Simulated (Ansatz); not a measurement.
Reactions of trisilane, H₈Si₃.

Program: Ansatz. Geometries: PBE0-D4/def2-TZVP. ΔE: electronic, gas phase. CBS: MP2 limit from def2 TZ/QZ plus the TZ coupled-cluster correction, frozen cores. This one scheme is used for every species, atoms too. Open shells (•) are unrestricted, without spin–orbit coupling. Spin–orbit coupling would lower the free atoms: a little for Si. def2 core potentials past Kr. For Br, Ge, In outer-core shells are correlated without core-valence functions, so the limit isn't a true one: a few kJ/mol of doubt a bond, and 10 to 20 or more in all where bonds break to atoms. Scalar relativity is left out up to krypton. Each species was taken in one conformer, which may not be the lowest.

```json
{"reaction": "`[SiH3][SiH2][SiH3]` + `[CH3]`• → `[SiH3][SiH][SiH3]`• + CH₄", "CCSD(T)/CBS(def2) (eV)": "-0.94"}
{"reaction": "`[SiH3][SiH2][SiH3]` + HBr → `[SiH3][SiH2]Br` + SiH₄", "CCSD(T)/CBS(def2) (eV)": "?"}
{"reaction": "`[SiH3][SiH2][SiH3]` + `[CH3][AlH][OH]` → `[CH3][AlH][O][SiH2][SiH3]` + SiH₄", "CCSD(T)/CBS(def2) (eV)": "-0.97"}
{"reaction": "`[SiH3][SiH2][SiH3]` + `F[C](F)F`• → `[SiH2][SiH2][SiH3]`• + `FC(F)F`", "CCSD(T)/CBS(def2) (eV)": "?"}
{"reaction": "`[SiH3][SiH2][SiH3]` + `[NH2][AlH][OH]` → `[NH2][AlH][O][SiH2][SiH3]` + SiH₄", "CCSD(T)/CBS(def2) (eV)": "-1.00"}
{"reaction": "`[SiH3][SiH2][SiH3]` + CH₃OH → `CO[SiH2][SiH3]` + SiH₄", "CCSD(T)/CBS(def2) (eV)": "-0.76"}
{"reaction": "`[SiH3][SiH2][SiH3]` + `[OH][In]([F])[F]` → `[F][In]([F])[O][SiH3]` + `[SiH3][SiH3]`", "CCSD(T)/CBS(def2) (eV)": "-0.93"}
{"reaction": "`[SiH3][SiH2][SiH3]` + `[CH3]`• → `[SiH2][SiH2][SiH3]`• + CH₄", "CCSD(T)/CBS(def2) (eV)": "?"}
{"reaction": "`[SiH3][SiH2][SiH3]` → 8 H• + 3 Si•", "CCSD(T)/CBS(def2) (eV)": "32.50"}
{"reaction": "`[SiH3][SiH2][SiH3]` + `OC(O)[O][GeH3]` → `OC(O)[SiH2][SiH3]` + `[SiH3][O][GeH3]`", "CCSD(T)/CBS(def2) (eV)": "-0.86"}
```

Problem. Fill in the missing values. (Best estimate.)

Solution. The calculation gave: `[SiH3][SiH2][SiH3]` + HBr → `[SiH3][SiH2]Br` + SiH₄: -0.88 eV; `[SiH3][SiH2][SiH3]` + `F[C](F)F`• → `[SiH2][SiH2][SiH3]`• + `FC(F)F`: -0.88 eV; `[SiH3][SiH2][SiH3]` + `[CH3]`• → `[SiH2][SiH2][SiH3]`• + CH₄: -0.81 eV.

Largest T1 diagnostic: 0.018, for `[OH][In]([F])[F]`.
